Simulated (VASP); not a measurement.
Runs of VASP 6.6.1 on Si. It takes space group P6/mmm (No. 191, hexagonal). The conventional cell has a = 4.121 Å, b = 4.121 Å, c = 2.655 Å, α = 90.00°, β = 90.00°, γ = 120.00°. Si (site symmetry -6m2) is surrounded by 5 Si at 2.38 to 2.65 Å. The cell was built by a generator and needn't be a form met in nature.

| task | level | cell | cutoff (eV) | gap on the mesh (eV) | pressure (GPa) | relaxed volume (Å³/atom) |
| --- | --- | --- | --- | --- | --- | --- |
| band structure | revPBE | as given | 520 | - | 0.9 | - |
| relaxation of cell and atoms | AM05 | relaxed | 600 | none | 0.0 | 19.03 |
| band structure | TPSS | as given | 520 | - | -1.3 | - |
| relaxation of cell and atoms | revPBE | relaxed | 600 | none | 0.0 | (b) |
| band structure | r2SCAN | as given | 520 | - | (a) | - |

Alike in all rows: potentials or basis VASP PAW PBE potentials, release 64 (Si); no spin polarisation; k mesh 8 × 8 × 10; smearing fermi-dirac 0.05 eV.

Estimate the missing entries.

(a) -1.2; (b) 19.72.

Caveats: the PAW data sets were made with another functional, which shifts forces and pressure a little.

A gap of «none» marks a metal or a gap under the smearing width.

Runs at the PBE level aren't shown here.
